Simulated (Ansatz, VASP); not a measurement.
S: VASP beside Ansatz

INCAR

```
PREC = Accurate ; ENCUT = 600
EDIFF = 1E-6 ; ISMEAR = 0
SIGMA = 0.1 ; LREAL = False
LASPH = True ; NELM = 80
ALGO = Normal ; ISIF = 3
LWAVE = False ; LCHARG = False
GGA = PE ; IBRION = 2
NSW = 90 ; EDIFFG = -0.04
```

KPOINTS

```
regular mesh
0
Gamma
  6 6 6
```

POSCAR

```
S
1.0
    3.1552381111      0.0000000000      0.0000000000
    0.0000000000      3.1552381111      0.0000000000
    0.0000000000      0.0000000000      3.2328434429
S
1
Direct
    0.0000000000      0.0000000000      0.0000000000
```

Input for Ansatz:

```yaml
crystal:
  lattice:
    - [3.1552381111, 0.0, 0.0]
    - [0.0, 3.1552381111, 0.0]
    - [0.0, 0.0, 3.2328434429]
  atoms:
    - { symbol: S, position: [0.0, 0.0, 0.0] }
basis:
  ecutwfc: 420
kpoints:
  mp_grid: { grid: [6, 6, 6] }
hamiltonian:
  xc: pbe
scf:
  occupations: { method: gaussian, width: 0.1 }
  lower_state_search: "off"
output:
  forces: true
  stress: true
  eigenvalues: true
relax:
  adjacent_minimum: "off"
  f_tol: 0.04
  max_steps: 70
  cell: { stress_tol: 0.4 }
```

Alike in both runs: task relaxation of cell and atoms; functional PBE; k mesh 6 × 6 × 6; occupations gaussian, width 0.1 eV; no spin polarisation.

|  | VASP | Ansatz |
| --- | --- | --- |
| version | VASP 6.6.1 | Ansatz 0.2.0 |
| potentials or method | VASP PAW PBE potentials, release 64 (S) | scalar-relativistic, plane waves, PAW |
| plane-wave cutoff (eV) | 600 | 420 |
| valence electrons in the cell | 6 | 6 |

```tsv
	VASP	Ansatz	Ansatz less VASP
gap on the k mesh at the Fermi level, each at its own relaxed structure (eV)	none	none	-
relaxed volume (Å³/atom)	25.15	25.58	+0.424
relaxed cell length with the largest relative difference (Å)	4.513	4.591	+0.0780
energy change over the relaxation (meV/atom)	-1255	-1250	+4.3
```

A gap of «none» marks a metal or a gap that the smearing closes.

Caveats: the volume moved by over 15 % at a fixed basis, so the end points are rough (VASP).
